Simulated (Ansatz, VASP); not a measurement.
NaF (Villiaumite): VASP beside Ansatz

Contents of POSCAR:

```
NaF
1.0
    0.0000000000      2.1651503900      2.1651503900
    2.1651503900      0.0000000000      2.1651503900
    2.1651503900      2.1651503900      0.0000000000
Na F
1 1
Direct
    0.0000000000      0.0000000000      0.0000000000
    0.5000000000      0.5000000000      0.5000000000
```

Contents of INCAR.step1:

```
  ALGO = Normal
  EDIFF = 1E-4
  ENCUT = 520
  GGA = PE
  ISMEAR = 0
  LASPH = True
  LCHARG = False
  LREAL = False
  LWAVE = True
  NBANDS = 14
  NELM = 60
  PREC = Accurate
  SIGMA = 0.01
```

Contents of INCAR.step2:

```
  ALGO = Normal
  EDIFF = 1E-6
  ENCUT = 520
  ISIF = 2
  ISMEAR = 0
  ISTART = 1
  LASPH = True
  LCHARG = False
  LMIXTAU = True
  LREAL = False
  LWAVE = False
  METAGGA = R2SCAN
  NBANDS = 14
  NELM = 60
  PREC = Accurate
  SIGMA = 0.01
```

KPOINTS

```
k-points
0
Gamma
  10 10 10
```

Input for Ansatz:

```yaml
crystal:
  lattice:
    - [0.0, 2.16515039, 2.16515039]
    - [2.16515039, 0.0, 2.16515039]
    - [2.16515039, 2.16515039, 0.0]
  atoms:
    - { symbol: Na, position: [0.0, 0.0, 0.0] }
    - { symbol: F, position: [0.5, 0.5, 0.5] }
kpoints:
  mp_grid: { grid: [10, 10, 10] }
  band_path:
    path:
      - [0.0, 0.0, 0.0]
      - [0.5, 0.0, 0.5]
      - [0.625, 0.25, 0.625]
      - [0.375, 0.375, 0.75]
      - [0.5, 0.5, 0.5]
      - [0.5, 0.25, 0.75]
    npoints: 1
hamiltonian:
  xc: r2scan
scf:
  occupations: { method: fixed }
  n_extra_bands: 4
output:
  forces: true
  stress: true
  eigenvalues: true
  write_density: true
  write_potential: true
  elf: true
  volumetric_format: npy
```

Change from the starting cell: hydrostatic strain -5.8%.

Alike in both runs: task single point; functional r2SCAN; k mesh 10 × 10 × 10; no spin polarisation.

```csv
,VASP,Ansatz
version,VASP 6.6.1,Ansatz 0.2.0
potentials or method,"VASP PAW PBE potentials, release 64 (Na_pv, F)","plane waves, PAW"
plane-wave cutoff (eV),520,500
occupations,"gaussian, width 0.01 eV",fixed
valence electrons in the cell,14,16
```

```tsv
	VASP	Ansatz	Ansatz less VASP
gap on the k mesh at the Fermi level (eV)	8.49	8.44	-0.049
pressure (GPa)	14.3	14.6	+0.33
```

The two sets of potentials don't hold the same shells in valence.

Caveats: the PAW data sets were made with another functional, which shifts forces and pressure a little (VASP). A k mesh can miss the band edges.
